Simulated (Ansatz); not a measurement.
# How C converges under other mixers and occupations, part 2 of 2

Wanted: the cost and the effect of other mixers, smearings and limits on one cell of C. The cell (2 atoms) is C in its experimental structure (space group Fd-3m). Source: COD entry 9012291, which need not be the ambient phase.

Ansatz 0.2.0; DFT r2SCAN, PAW, plane waves, scalar-relativistic.

### 6 Tetrahedron occupations

The input, input.yaml:

```yaml
crystal:
  lattice:
    - [0.0, 1.78339, 1.78339]
    - [1.78339, 0.0, 1.78339]
    - [1.78339, 1.78339, 0.0]
  atoms:
    - { symbol: C, position: [0.5, 0.5, 0.5] }
    - { symbol: C, position: [0.75, 0.75, 0.75] }
hamiltonian:
  xc: r2scan
  pseudopotentials: { kind: paw }
basis:
  ecutwfc: 500
kpoints:
  mp_grid: { grid: [12, 12, 12] }
scf:
  occupations: { method: tetrahedron }
  lower_state_search: "off"
  max_iter: 80
output:
  forces: true
  stress: true
```

Launch:

```
$ ansatz run input.yaml --threads 2 --pin off --max-ram 5120MiB --backend cpu --events-out ev --progress --plain --runs-dir out
```

Standard output (excerpt; [...] marks lines left out):

```text
Warning: output.forces, output.stress, relax.cell or npt_langevin: where a Kohn–Sham band that disperses or a degenerate level is filled in part under the method tetrahedron, the forces or the stress that this run publishes need not agree with its energy (scf.occupations.method in the [...]
[... 22 lines as in an earlier run ...]
SCF iter   1: F=—  HF=-503.055280 eV  |F-HF|=—  |Δ(HF+E_count)|=         —  Δρ=8.85e-3  dr2=2.39e-3  dr2_τ=3.81e-1  ethr=1.77e-3  ⟨swp⟩=5.5  Hψ=4054  notcnv=0
[...]
SCF iter   6: F=-503.111055 eV  HF=-503.111055 eV  |F-HF|=7.92e-10  |Δ(HF+E_count)|=   1.71e-7  Δρ=5.37e-6  dr2=9.30e-10  dr2_τ=1.35e-10  ethr=1.25e-9  ⟨swp⟩=4.2  Hψ=1739  notcnv=0
[...]
SCF converged after 6 iterations
[... 1 line as in an earlier run ...]
Free energy (F): -503.111055 eV
[...]
E sigma→0 (E₀):  -503.111055 eV
Fermi energy:    13.287809 eV
[...]
--- Forces (eV/Å), atoms counted from 1 ---
  atom   1  C      0.00000000     0.00000000    -0.00000000
  atom   2  C     -0.00000000    -0.00000000     0.00000000
[...]
--- Stress (GPa, compression-positive) ---
       -2.435853       0.000000      -0.000000
        0.000000      -2.435853      -0.000000
        0.000000       0.000000      -2.435853
  P = ⅓ Tr σ = -2.4359 GPa (-24.359 kbar)
--- Band table (eV; the first three rows and the last of 72) ---
  k-point 0: bands = ["-9.3845", "13.2878", "13.2878", "13.2878", "19.1678", "19.1678", "19.1678", "27.0603"]
[...]
```

Run time: 0.83 s. Hardware: 2 threads of Arm Neoverse V1, shared host; peak memory 0.28 GiB.

6 iterations, as in the default run; free energy unchanged, zero-width estimate unchanged.

### 7 Linear mixing, β 0.7, no preconditioner

input.yaml: that of step 6 with these lines changed.

```diff
@@ -16,5 +16,7 @@
 scf:
-  occupations: { method: tetrahedron }
+  occupations: { method: fermi_dirac, width: 0.1 }
   lower_state_search: "off"
+  algorithm: density_mixing
   max_iter: 80
+  mixing: { algorithm: anderson, ndim: 1, beta: 0.7, preconditioner: none }
 output:
```

Launch:

```
$ ansatz run input.yaml --threads 2 --pin off --max-ram 5120MiB --backend cpu --events-out ev --progress --plain --runs-dir out
```

Standard output (excerpt; [...] marks lines left out):

```text
[... 22 lines as in an earlier run ...]
SCF iter   1: F=-503.109361 eV  HF=-503.055280 eV  |F-HF|=5.41e-2  |Δ(HF+E_count)|=         —  Δρ=8.85e-3  dr2=2.39e-3  dr2_τ=3.81e-1  ethr=1.77e-3  ⟨swp⟩=4.7  Hψ=3814  notcnv=0
[...]
SCF iter   6: F=-503.111055 eV  HF=-503.111055 eV  |F-HF|=1.58e-8  |Δ(HF+E_count)|=   1.16e-7  Δρ=3.13e-5  dr2=3.28e-8  dr2_τ=3.24e-9  ethr=1.25e-9  ⟨swp⟩=4.0  Hψ=1651  notcnv=0
[...]
SCF converged after 6 iterations
[... 1 line as in an earlier run ...]
Free energy (F): -503.111055 eV
[...]
E sigma→0 (E₀):  -503.111055 eV
Fermi energy:    15.429647 eV
[... 26 lines left out: energy terms, forces, stress ...]
```

Wall time 0.8 s (2 threads of Arm Neoverse V1, shared host); peak memory 0.28 GiB.

The count stays at 6. Against the default run: the same free energy.

### 8 Broyden, β 0.3, preconditioner Kerker scaled by the density of states

input.yaml: that of step 7 with these lines changed.

```diff
@@ -20,3 +20,3 @@
   max_iter: 80
-  mixing: { algorithm: anderson, ndim: 1, beta: 0.7, preconditioner: none }
+  mixing: { algorithm: broyden, beta: 0.3, preconditioner: kerker_dos }
 output:
```

Launch:

```
$ ansatz run input.yaml --threads 2 --pin off --max-ram 5120MiB --backend cpu --events-out ev --progress --plain --runs-dir out
```

Standard output (excerpt; [...] marks lines left out):

```text
[... 22 lines as in an earlier run ...]
SCF iter   1: F=-503.109361 eV  HF=-503.055280 eV  |F-HF|=5.41e-2  |Δ(HF+E_count)|=         —  Δρ=8.85e-3  dr2=2.39e-3  dr2_τ=3.81e-1  ethr=1.77e-3  ⟨swp⟩=4.7  Hψ=3814  notcnv=0
[...]
SCF iter   6: F=-503.111055 eV  HF=-503.111055 eV  |F-HF|=1.09e-8  |Δ(HF+E_count)|=   4.28e-8  Δρ=1.41e-5  dr2=4.23e-9  dr2_τ=1.43e-9  ethr=1.25e-9  ⟨swp⟩=3.0  Hψ=2198  notcnv=0
[...]
SCF converged after 6 iterations
[... 1 line as in an earlier run ...]
Free energy (F): -503.111055 eV
[...]
E sigma→0 (E₀):  -503.111055 eV
Fermi energy:    15.429701 eV
[... 26 lines left out: energy terms, forces, stress ...]
```

Wall time 0.85 s (2 threads of Arm Neoverse V1, shared host); peak memory 0.28 GiB.

6 iterations, as in the default run; the same free energy.

### 9 Linear mixing, β 0.1, no preconditioner

input.yaml: that of step 8 with these lines changed.

```diff
@@ -20,3 +20,3 @@
   max_iter: 80
-  mixing: { algorithm: broyden, beta: 0.3, preconditioner: kerker_dos }
+  mixing: { algorithm: anderson, ndim: 1, beta: 0.1, preconditioner: none }
 output:
```

Launch:

```
$ ansatz run input.yaml --threads 2 --pin off --max-ram 5120MiB --backend cpu --events-out ev --progress --plain --runs-dir out
```

Standard output (excerpt; [...] marks lines left out):

```text
[... 22 lines as in an earlier run ...]
SCF iter   1: F=-503.109361 eV  HF=-503.055280 eV  |F-HF|=5.41e-2  |Δ(HF+E_count)|=         —  Δρ=8.85e-3  dr2=2.39e-3  dr2_τ=3.81e-1  ethr=1.77e-3  ⟨swp⟩=4.7  Hψ=3814  notcnv=0
[...]
SCF iter  50: F=-503.111055 eV  HF=-503.111055 eV  |F-HF|=1.62e-8  |Δ(HF+E_count)|=   3.72e-9  Δρ=5.56e-5  dr2=9.65e-8  dr2_τ=9.38e-9  ethr=1.25e-9  ⟨swp⟩=2.1  Hψ=1159  notcnv=0
[...]
SCF converged after 50 iterations
[... 1 line as in an earlier run ...]
Free energy (F): -503.111055 eV
[...]
E sigma→0 (E₀):  -503.111055 eV
Fermi energy:    15.429637 eV
[... 26 lines left out: energy terms, forces, stress ...]
```

It took 2.6 s on 2 threads of Arm Neoverse V1, shared host; peak memory 0.28 GiB.

It takes 50 iterations (default 6). Against the default run: the same free energy.

### 10 MSR1 mixing, preconditioner Resta

input.yaml: that of step 9 with these lines changed.

```diff
@@ -20,3 +20,3 @@
   max_iter: 80
-  mixing: { algorithm: anderson, ndim: 1, beta: 0.1, preconditioner: none }
+  mixing: { algorithm: msr1, preconditioner: resta }
 output:
```

Launch:

```
$ ansatz run input.yaml --threads 2 --pin off --max-ram 5120MiB --backend cpu --events-out ev --progress --plain --runs-dir out
```

Standard output (excerpt; [...] marks lines left out):

```text
[... 22 lines as in an earlier run ...]
SCF iter   1: F=-503.109361 eV  HF=-503.055280 eV  |F-HF|=5.41e-2  |Δ(HF+E_count)|=         —  Δρ=8.85e-3  dr2=2.39e-3  dr2_τ=3.81e-1  ethr=1.77e-3  ⟨swp⟩=4.7  Hψ=3814  notcnv=0
[...]
SCF iter   6: F=-503.111055 eV  HF=-503.111055 eV  |F-HF|=6.96e-10  |Δ(HF+E_count)|=   2.61e-9  Δρ=4.61e-6  dr2=7.48e-10  dr2_τ=2.70e-10  ethr=7.97e-10  ⟨swp⟩=2.1  Hψ=2047  notcnv=0
[...]
SCF converged after 6 iterations
Free energy (F): -503.111055 eV
[...]
E sigma→0 (E₀):  -503.111055 eV
Fermi energy:    15.429689 eV
[... 26 lines left out: energy terms, forces, stress ...]
```

It took 0.85 s on 2 threads of Arm Neoverse V1, shared host; peak memory 0.28 GiB.

6 iterations, as in the default run; the same free energy.

### 11 The runs side by side

```tsv
step	settings	iterations	time	against the default run
2	default SCF settings	6	1.1 s	reference
3	Broyden, β 0.9, history 4, no preconditioner	4	0.74 s	the same free energy
4	direct minimisation	4	1.3 s	the same free energy
5	Methfessel–Paxton smearing, width 1.2 eV	6	0.82 s	free energy shifted by +0.1 meV/atom, zero-width estimate shifted by -0.2 meV/atom
6	tetrahedron occupations	6	0.83 s	free energy unchanged, zero-width estimate unchanged
7	linear mixing, β 0.7, no preconditioner	6	0.8 s	the same free energy
8	Broyden, β 0.3, preconditioner Kerker scaled by the density of states	6	0.85 s	the same free energy
9	linear mixing, β 0.1, no preconditioner	50	2.6 s	the same free energy
10	MSR1 mixing, preconditioner Resta	6	0.85 s	the same free energy
```

Decimal logarithm of the largest residual (eV) by iteration, counted through all cycles of a run (8 of the 9 runs):

```
iteration  step 2  step 3  step 4  step 5  step 6  step 7  step 8  step 9
        1    -0.4    -0.4    -0.4    -0.4    -0.4    -0.4    -0.4    -0.4
        2    -3.0    -3.8    -4.4    -3.0    -3.0    -3.3    -2.8    -2.6
        3    -3.9    -6.8    -6.5    -3.9    -3.9    -4.4    -4.3    -2.7
        4    -5.3    -7.8    -8.1    -5.3    -5.3    -5.4    -5.2    -2.8
        5    -6.6       -       -    -6.5    -6.5    -6.4    -5.9    -2.9
       10       -       -       -       -       -       -       -    -3.3
       14       -       -       -       -       -       -       -    -3.7
       19       -       -       -       -       -       -       -    -4.2
       23       -       -       -       -       -       -       -    -4.5
       28       -       -       -       -       -       -       -    -5.0
       32       -       -       -       -       -       -       -    -5.4
       37       -       -       -       -       -       -       -    -5.8
       41       -       -       -       -       -       -       -    -6.2
       46       -       -       -       -       -       -       -    -6.6
       50       -       -       -       -       -       -       -    -7.0
```

### 12 Results

This closing draws on all 2 parts.

| quantity | value |
| --- | --- |
| default run | 6 iterations, with a gap of 4.37 eV on the k-mesh |
| fewest iterations to that state among the runs shown (an iteration of direct minimisation costs more) | 4 (Broyden, β 0.9, history 4, no preconditioner) |
| most iterations to it | 50 (linear mixing, β 0.1, no preconditioner) |
| runs that end in another state, among changes of path alone | 0 |
| largest shift of the free energy by occupations, cutoff, mesh or field | +0.1 meV/atom (Methfessel–Paxton smearing, width 1.2 eV) |

The default and the runs that change only the path, 7 in all, end in one state, in 4 to 50 iterations. Occupations, cutoff, mesh and fields change the problem that is solved, not just the path; the largest shift here is that of “Methfessel–Paxton smearing, width 1.2 eV”. Other settings tried on this cell gave no result: unknown smearing fermi (input refused); mesh with a zero (input refused). Counts include iterations that the program adds to test a close, so a difference of one or two ranks nothing. The starting density is a sum of atomic densities corrected by a trained network, so it is already close to self-consistency.

The gaps are Kohn-Sham values of a semilocal functional, not quasiparticle or optical gaps. Such gaps usually fall short of the measured ones.
